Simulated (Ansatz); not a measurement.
# Sb (Pm-3m) in Ansatz: a series of runs

One crystal, Sb, is run at these levels: BLYP+D4, revPBE+D4, LDA; tasks: projected density of states, band structure, optical spectrum.

Program: Ansatz 0.2.0. These are calculated values, not measurements. Logs are shortened: lines on timing, memory, paths and dates and some standing lists are left out, and cuts for length are marked.

## 1. The crystal as given

The structure is cubic, space group Pm-3m (No. 221). The conventional cell has a = 3.160 Å, b = 3.160 Å, c = 3.160 Å, α = 90.00°, β = 90.00°, γ = 90.00°. Sb (site symmetry m-3m) is surrounded by 6 Sb at 3.16 Å.

This isn't the form of Sb at room conditions, which is rhombohedral.

## 2. Projected density of states, BLYP+D4, collinear spin, random start

The input, input.yaml:

```yaml
crystal:
  lattice:
    - [3.16, 0.0, 0.0]
    - [0.0, 3.16, 0.0]
    - [0.0, 0.0, 3.16]
  atoms:
    - { symbol: Sb, position: [0.0, 0.0, 0.0], spin: -0.09 }
kpoints:
  mp_grid: { grid: [8, 8, 8] }
  band_path:
    path:
      - [0.0, 0.0, 0.0]
      - [0.0, 0.5, 0.0]
      - [0.5, 0.5, 0.0]
      - [0.0, 0.0, 0.0]
      - [0.5, 0.5, 0.5]
      - [0.0, 0.5, 0.0]
    npoints: 6
scf:
  occupations: { method: fermi_dirac, width: 0.01 }
hamiltonian:
  xc: blyp
  dispersion: d4
  pseudopotentials: { kind: all_electron, lapw: { basis_error: 0.002 } }
magnetization:
  spin_polarized: true
output:
  forces: true
  stress: true
  eigenvalues: true
  fatbands: true
  dos: { projected: true, de: 0.1, e_range: [-20, 8] }
  populations: true
```

Potentials or basis: all-electron LAPW, scalar-relativistic.

Command:

```
> ansatz run input.yaml --threads 1 --pin off --max-ram 2560MiB --backend cpu --events-out ev --progress --plain --runs-dir out
```

The log of the run:

```text
Warning: RAYON_NUM_THREADS=1 ignored (pool sized by the plan → 1); use --threads N
Sb: projections on atomic orbitals take those of the free atom 1s2 2s2 2p6 3s2 3p6 3d10 4s2 4p6 4d10 5s2 5p3, of charge +0.00 (hamiltonian.pseudopotentials.projection_atoms)
LAPW: plane waves up to 6.661 Å⁻¹, error target 2.0e-3 eV per atom; small_component_spin mean_spin; Sb in spheres of 1.580 Å, 23 of its electrons in bands, Dirac shells [] (how accurate: hamiltonian.pseudopotentials.lapw.basis_error, Limitations)
Engine: ansatz 0.2.0, x86_64-unknown-linux-gnu
Pseudopotentials: kind: all_electron
Pseudopotential: Sb, LAPW, valence charge 23, lapw/all_electron/scalar/gaussian/Sb, Koelling and Harmon's equation, gaussian nucleus
Functional definition: BLYP
  parameter beta = 0.0042
  parameter a = 0.04918
  parameter b = 0.132
  parameter c = 0.2533
  parameter d = 0.349
  exchange = b88_x(beta = beta)
  correlation = lyp_c(a = a, b = b, c = c, d = d)
Crystal: 1 atoms, lattice volume = 31.554 Å³
Basis set: ecut = 169.06425545344635 eV, 171 PW (Γ), exchange–correlation at level 2
Bands: 16, of which v1, the nominal top of the filled ones, is band 12 counted from 1 (11 counted from 0)
Symmetry: 48 space group operations
Space group: Pm-3m (ITA 221), of the structure as read, at distance tolerance 3.2e-5 Å
Magnetic group: BNS 221.92 (UNI 1594), of the structure as read, at distance tolerance 3.2e-5 Å
k-points: 35 of 512
Non-local potential: Sb, projectors of the file, none
Initial density: superposition of atomic densities (chi_scale 0.1, normalization cell)
Starting moments: Σ|m| = 0.09 μB on 1 of 1 site
Initial wavefunctions: plane waves of lowest kinetic energy (no species holds an atomic orbital)
Functional: x = b88, c = lyp
iter 1 solved again at ethr=1.23e-4 eV; its pass at ethr=1.00e-1 eV (dr2=2.83e-2 eV) is discarded
SCF iter   1: F=—  HF=-176385.742232 eV  |F-HF|=—  |Δ(HF+E_count)|=         —  Δρ=4.43e-3 (↑4.34e-3 ↓4.43e-3)  dr2=2.82e-2  dr2_m=1.13e-5  M=-0.079 μB ∫|m|=0.079 μB  β_m=0.30  ethr=1.23e-4  ⟨swp⟩=3.0  Hψ=7670  notcnv=0
preconditioner: auto → none  [insulator: Δε(μ)=0.052 eV  Ē_g=12.022 eV  σ=0.010 eV  W_gap=0.84  n_scr=6 (ndim 8)  ℏωp=14.8 eV  f_vac=0.020  D(μ)=1.34/eV (n_scr^D=6)  ε∞_Penn≈2.5]
SCF iter   2: F=—  HF=-176385.746437 eV  |F-HF|=—  |Δ(HF+E_count)|=   4.21e-3  Δρ=3.18e-3 (↑3.12e-3 ↓3.18e-3)  dr2=1.45e-2  dr2_m=6.56e-6  M=-0.078 μB ∫|m|=0.078 μB  β_m=0.30  ethr=1.23e-4  ⟨swp⟩=2.0  Hψ=3430  notcnv=0  defer=2
spin-set hold released at iteration 2 (site moments show no strong build): the magnetisation degrees of freedom join the quasi-Newton model from the next iteration; the mixer history was kept
iter 3 solved again at ethr=2.28e-7 eV; its pass at ethr=6.29e-5 eV (dr2=5.24e-5 eV) is discarded
SCF iter   3: F=—  HF=-176385.751311 eV  |F-HF|=—  |Δ(HF+E_count)|=   4.87e-3  Δρ=2.56e-4 (↑2.39e-4 ↓2.56e-4)  dr2=5.38e-5  dr2_m=3.91e-6  M=-0.077 μB ∫|m|=0.077 μB  β_m=0.30  ethr=2.28e-7  ⟨swp⟩=2.7  Hψ=5937  notcnv=0
SCF iter   4: F=—  HF=-176385.751271 eV  |F-HF|=—  |Δ(HF+E_count)|=   4.05e-5  Δρ=1.42e-4 (↑1.42e-4 ↓1.30e-4)  dr2=2.96e-6  dr2_m=4.12e-6  M=-0.077 μB ∫|m|=0.077 μB  β_m=0.65  ethr=2.28e-7  ⟨swp⟩=2.2  Hψ=3139  notcnv=0
SCF iter   5: F=—  HF=-176385.751295 eV  |F-HF|=—  |Δ(HF+E_count)|=   2.42e-5  Δρ=6.84e-5 (↑6.84e-5 ↓6.57e-5)  dr2=2.95e-7  dr2_m=1.17e-6  M=-0.076 μB ∫|m|=0.076 μB  β_m=0.82  ethr=1.29e-8  ⟨swp⟩=3.0  Hψ=3294  notcnv=0
SCF iter   6: F=—  HF=-176385.751302 eV  |F-HF|=—  |Δ(HF+E_count)|=   6.49e-6  Δρ=2.07e-5 (↑2.05e-5 ↓2.07e-5)  dr2=4.65e-10  dr2_m=1.23e-7  M=-0.074 μB ∫|m|=0.074 μB  β_m=0.91  ethr=1.28e-9  ⟨swp⟩=3.0  Hψ=3296  notcnv=0
SCF iter   7: F=—  HF=-176385.751302 eV  |F-HF|=—  |Δ(HF+E_count)|=   4.00e-7  Δρ=3.65e-6 (↑3.65e-6 ↓3.51e-6)  dr2=2.18e-10  dr2_m=3.61e-9  M=-0.073 μB ∫|m|=0.073 μB  β_m=0.89  ethr=2.02e-12  ⟨swp⟩=3.9  Hψ=3768  notcnv=0
SCF iter   8: F=—  HF=-176385.751302 eV  |F-HF|=—  |Δ(HF+E_count)|=   1.52e-8  Δρ=9.40e-7 (↑9.40e-7 ↓8.93e-7)  dr2=3.50e-11  dr2_m=2.38e-10  M=-0.073 μB ∫|m|=0.073 μB  β_m=0.89  ethr=1.50e-12 (applied; sched 1.00e-12)  ⟨swp⟩=3.2  Hψ=3308  notcnv=0
SCF iter   9: F=-176385.751302 eV  HF=-176385.751302 eV  |F-HF|=1.16e-10  |Δ(HF+E_count)|=   1.05e-9  Δρ=5.47e-8 (↑4.87e-8 ↓5.47e-8)  dr2=5.15e-13  dr2_m=6.72e-13  M=-0.073 μB ∫|m|=0.073 μB  ethr=1.44e-12 (applied; sched 1.00e-12)  ⟨swp⟩=3.0  Hψ=3275  notcnv=0
SCF 1 converged in 9 iterations: F = -176385.751302 eV  dr2 = 5.15e-13
NSCF: frozen V_eff on 31 k-points
SCF converged after 9 iterations
Magnetization: -0.0730 μB (11.4635 up, 11.5365 down)
Absolute magnetization: 0.0730 μB (∫|ρ↑−ρ↓|)
Spin contamination: 0.0000 ħ² per cell (⟨S²⟩ above its minimum at these occupations)
Per-site moments (μB) at R_I (Å): [(-0.05592419329245146, 1.5799999764561554)]
Free energy (F): -176385.751302 eV
Harris-Foulkes:  -176385.751302 eV  (|F-HF|=1.16e-10)
Internal energy: -176385.750666 eV  (E = F + TS)
E sigma→0 (E₀):  -176385.750984 eV
Entropy (-TS):   -0.000636 eV (-0.636 meV/atom)
Fermi energy:    12.027718 eV
--- Per-component energies (eV) ---
  E_band       = -907.619083
  E_kinetic    = 185899.235827
  E_xc         = -4660.237771
  E_electrostatic = -357623.824562  (all electrons and nuclei)
  E_disp       = -0.924160  (pairwise vdW)
  E_smearing   = -0.000636  (= −TS)
  E_closure    = 0.000000  (closes the sum)
  E_atoms      = -176381.535297  (free atoms, spherical and without spin; not in F)
  Σ components = -176385.751302   (vs F -176385.751302, Δ=0.00e0)
  Basis errors (estimates in eV, not in F): energy 7.2e-4 per atom: plane waves 7.0e-4 (4.0e-4 summed), levels above the bands 0.0e0, relativity 4.6e-7, radial functions 2.2e-5, core shells 2.2e-10; eigenvalues (radial functions only) 1.5e-5; not estimated: angular momenta, meshes, grids; target (lapw.basis_error) 2.0e-3; muffin-tin radii Sb 1.580 Å
--- Forces (eV/Å), atoms counted from 1 ---
  atom   1  Sb    -0.00000000    -0.00000000     0.00000000
  max |Σ_I F_I| component: 5.75e-32 eV/Å
--- Stress (GPa, compression-positive) ---
       -3.126394      -0.000000       0.000000
       -0.000000      -3.126394       0.000000
        0.000000       0.000000      -3.126394
  P = ⅓ Tr σ = -3.1264 GPa (-31.264 kbar)
--- Band table (eV; the first three rows and the last of 70) ---
  k-point 0 ↑: bands = ["-132.0352", "-85.0111", "-85.0111", "-85.0111", "-16.9800", "-16.9800", "-16.8327", "-16.8327", "-16.8327", "0.1044", "15.1597", "15.1597", "15.1597", "19.3563", "19.3563", "20.4199"]
  k-point 1 ↑: bands = ["-132.0351", "-85.0114", "-85.0111", "-85.0111", "-16.9792", "-16.9608", "-16.8380", "-16.8380", "-16.8322", "0.3134", "13.1626", "15.3595", "15.3595", "19.5380", "20.1661", "22.1892"]
  k-point 2 ↑: bands = ["-132.0351", "-85.0122", "-85.0110", "-85.0110", "-16.9774", "-16.9144", "-16.8511", "-16.8511", "-16.8312", "0.9139", "10.3265", "15.9034", "15.9034", "20.0727", "20.8079", "25.8832"]
  k-point 34 ↓: bands = ["-132.0398", "-85.0180", "-85.0180", "-85.0180", "-16.9176", "-16.9176", "-16.9176", "-16.7798", "-16.7798", "6.9852", "10.5204", "10.5204", "10.5204", "17.3050", "17.3050", "17.3050"]
--- Löwdin populations: 1 site ---
  site symbol       q [e]    m [muB]
     0     Sb     50.9705    -0.0715
  spilling = 0.000578 (of n_electrons = 51.000000)
```

bands.tsv:

```text
# k_distance	band_0_up	band_1_up	band_2_up	band_3_up	band_4_up	band_5_up	band_6_up	band_7_up	band_8_up	band_9_up	band_10_up	band_11_up	band_12_up	band_13_up	band_14_up	band_15_up	band_0_dn	band_1_dn	band_2_dn	band_3_dn	band_4_dn	band_5_dn	band_6_dn	band_7_dn	band_8_dn	band_9_dn	band_10_dn	band_11_dn	band_12_dn	band_13_dn	band_14_dn	band_15_dn
[... 41 lines left out ...]
6.522262	-144.062792	-97.040949	-97.038681	-97.038681	-29.002446	-28.897074	-28.897074	-28.876238	-28.857490	-9.757738	-5.004082	4.894861	4.894861	9.471709	10.844880	11.585814	-144.067644	-97.045947	-97.043674	-97.043674	-29.011311	-28.905384	-28.905384	-28.884724	-28.865663	-9.799818	-5.046097	4.850773	4.850773	9.425034	10.813433	11.553817
```

It took 5.6 s on 1 thread of Intel Xeon 6975P-C (Granite Rapids), shared host; peak memory 0.37 GiB.

Results:

| Item | Value |
| --- | --- |
| Free energy | -176385.7513 eV |
| Pressure | -3.1 GPa |
| Band gap along the path | none (metal or under the smearing width) |
| Net moment | -0.07 μB per cell |
| Absolute moment | 0.07 μB per cell |
| Site moments | Sb -0.06 μB |

Levels at the corners of the path, in eV from the Fermi level:
Spin up:
```
point  band 9  band 10  band 11  band 12  band 13  band 14
    Γ  -28.86   -11.92     3.13     3.13     3.13     7.33
    X  -28.86    -9.76    -5.00     4.89     4.89     9.47
    M  -28.80    -7.49    -3.17    -3.17     2.84     6.66
    Γ  -28.86   -11.92     3.13     3.13     3.13     7.33
    R  -28.80    -5.00    -1.46    -1.46    -1.46     5.31
    X  -28.86    -9.76    -5.00     4.89     4.89     9.47
```
Spin down:
| point | band 8 | band 9 | band 10 | band 11 | band 12 | band 13 | band 14 | band 15 |
| --- | --- | --- | --- | --- | --- | --- | --- | --- |
| Γ | -28.87 | -28.87 | -11.97 | 3.09 | 3.09 | 3.09 | 7.29 | 7.29 |
| X | -28.88 | -28.87 | -9.80 | -5.05 | 4.85 | 4.85 | 9.43 | 10.81 |
| M | -28.90 | -28.81 | -7.53 | -3.22 | -3.22 | 2.81 | 6.62 | 13.26 |
| Γ | -28.87 | -28.87 | -11.97 | 3.09 | 3.09 | 3.09 | 7.29 | 7.29 |
| R | -28.81 | -28.81 | -5.04 | -1.51 | -1.51 | -1.51 | 5.28 | 5.28 |
| X | -28.88 | -28.87 | -9.80 | -5.05 | 4.85 | 4.85 | 9.43 | 10.81 |

States per cell in windows of 1 eV (zero at the Fermi level; states under -8 eV left out):
| from (eV) | up | down | Sb1 5p up | Sb1 5p down | Sb1 5s up | Sb1 5s down | Sb1 4s up | Sb1 4s down |
| --- | --- | --- | --- | --- | --- | --- | --- | --- |
| -8.0 | 0.14 | 0.14 | 0.02 | 0.02 | 0.12 | 0.11 | 0.00 | 0.00 |
| -7.0 | 0.05 | 0.04 | 0.01 | 0.01 | 0.04 | 0.04 | 0.00 | 0.00 |
| -6.0 | 0.01 | 0.01 | 0.00 | 0.00 | 0.01 | 0.01 | 0.00 | 0.00 |
| -5.0 | 0.10 | 0.10 | 0.09 | 0.10 | 0.00 | 0.00 | 0.00 | 0.00 |
| -4.0 | 0.32 | 0.33 | 0.31 | 0.32 | 0.01 | 0.01 | 0.00 | 0.00 |
| -3.0 | 0.42 | 0.41 | 0.40 | 0.39 | 0.02 | 0.02 | 0.00 | 0.00 |
| -2.0 | 0.37 | 0.37 | 0.35 | 0.34 | 0.02 | 0.02 | 0.00 | 0.00 |
| -1.0 | 0.29 | 0.29 | 0.26 | 0.26 | 0.02 | 0.03 | 0.00 | 0.00 |
| 0.0 | 0.25 | 0.25 | 0.22 | 0.22 | 0.02 | 0.02 | 0.00 | 0.00 |
| 1.0 | 0.29 | 0.29 | 0.26 | 0.26 | 0.03 | 0.03 | 0.00 | 0.00 |
| 2.0 | 0.31 | 0.31 | 0.26 | 0.27 | 0.02 | 0.02 | 0.00 | 0.00 |
| 3.0 | 0.40 | 0.40 | 0.30 | 0.30 | 0.01 | 0.01 | 0.00 | 0.00 |
| 4.0 | 0.37 | 0.37 | 0.23 | 0.22 | 0.01 | 0.00 | 0.00 | 0.00 |
| 5.0 | 0.25 | 0.25 | 0.08 | 0.07 | 0.00 | 0.00 | 0.00 | 0.00 |
| 6.0 | 0.24 | 0.24 | 0.03 | 0.02 | 0.00 | 0.00 | 0.00 | 0.00 |

Caveat: spin-orbit coupling is left out, which moves the levels of the heavy elements; pairwise dispersion overbinds metals, which lowers pressure and volume.

## 3. Band structure, revPBE+D4, collinear spin, random start

The input, input.yaml:

```yaml
crystal:
  lattice:
    - [3.16, 0.0, 0.0]
    - [0.0, 3.16, 0.0]
    - [0.0, 0.0, 3.16]
  atoms:
    - { symbol: Sb, position: [0.0, 0.0, 0.0], spin: -0.25 }
kpoints:
  mp_grid: { grid: [8, 8, 8] }
  band_path:
    path:
      - [0.0, 0.0, 0.0]
      - [0.0, 0.5, 0.0]
      - [0.5, 0.5, 0.0]
      - [0.0, 0.0, 0.0]
      - [0.5, 0.5, 0.5]
      - [0.0, 0.5, 0.0]
    npoints: 6
scf:
  occupations: { method: tetrahedron }
hamiltonian:
  xc: revpbe
  dispersion: d4
  pseudopotentials: { kind: all_electron, lapw: { basis_error: 0.001 } }
magnetization:
  spin_polarized: true
output:
  forces: true
  stress: true
  eigenvalues: true
```

Potentials or basis: all-electron LAPW, scalar-relativistic.

Command:

```
> ansatz run input.yaml --threads 1 --pin off --max-ram 2560MiB --backend cpu --events-out ev --progress --plain --runs-dir out
```

Wall time 6.2 s (1 thread of Intel Xeon 6975P-C (Granite Rapids), shared host); peak memory 0.36 GiB.

It converged, with:

| Property | Result |
| --- | --- |
| Free energy | -176375.1063 eV |
| Pressure | -6.0 GPa |
| Band gap along the path | none (metal or under the smearing width) |
| Net moment | 0.00 μB per cell |
| Absolute moment | 0.00 μB per cell |

Levels at the corners of the path, in eV from the Fermi level:
Spin up:
| point | band 7 | band 8 | band 9 | band 10 | band 11 | band 12 | band 13 | band 14 | band 15 | band 16 |
| --- | --- | --- | --- | --- | --- | --- | --- | --- | --- | --- |
| Γ | -29.03 | -29.03 | -29.03 | -11.95 | 3.14 | 3.14 | 3.14 | 7.03 | 7.03 | 8.01 |
| X | -29.07 | -29.04 | -29.03 | -9.72 | -5.19 | 4.97 | 4.97 | 9.24 | 10.48 | 11.32 |
| M | -29.06 | -29.06 | -28.97 | -7.38 | -3.29 | -3.29 | 2.43 | 6.81 | 13.00 | 13.00 |
| Γ | -29.03 | -29.03 | -29.03 | -11.95 | 3.14 | 3.14 | 3.14 | 7.03 | 7.03 | 8.01 |
| R | -29.11 | -28.97 | -28.97 | -4.80 | -1.51 | -1.51 | -1.51 | 4.97 | 4.97 | 4.97 |
| X | -29.07 | -29.04 | -29.03 | -9.72 | -5.19 | 4.97 | 4.97 | 9.24 | 10.48 | 11.32 |
Spin down:
| point | band 7 | band 8 | band 9 | band 10 | band 11 | band 12 | band 13 | band 14 | band 15 | band 16 |
| --- | --- | --- | --- | --- | --- | --- | --- | --- | --- | --- |
| Γ | -29.03 | -29.03 | -29.03 | -11.95 | 3.14 | 3.14 | 3.14 | 7.03 | 7.03 | 8.01 |
| X | -29.07 | -29.04 | -29.03 | -9.72 | -5.19 | 4.97 | 4.97 | 9.24 | 10.48 | 11.32 |
| M | -29.06 | -29.06 | -28.97 | -7.38 | -3.29 | -3.29 | 2.43 | 6.81 | 13.00 | 13.00 |
| Γ | -29.03 | -29.03 | -29.03 | -11.95 | 3.14 | 3.14 | 3.14 | 7.03 | 7.03 | 8.01 |
| R | -29.11 | -28.97 | -28.97 | -4.80 | -1.51 | -1.51 | -1.51 | 4.97 | 4.97 | 4.97 |
| X | -29.07 | -29.04 | -29.03 | -9.72 | -5.19 | 4.97 | 4.97 | 9.24 | 10.48 | 11.32 |

Caveat: spin-orbit coupling is left out, which moves the levels of the heavy elements; pairwise dispersion overbinds metals, which lowers pressure and volume; with tetrahedron occupations forces and stress needn't match the slope of the energy; the starting moments weren't kept.

(Part 1 of 2 ends here.)
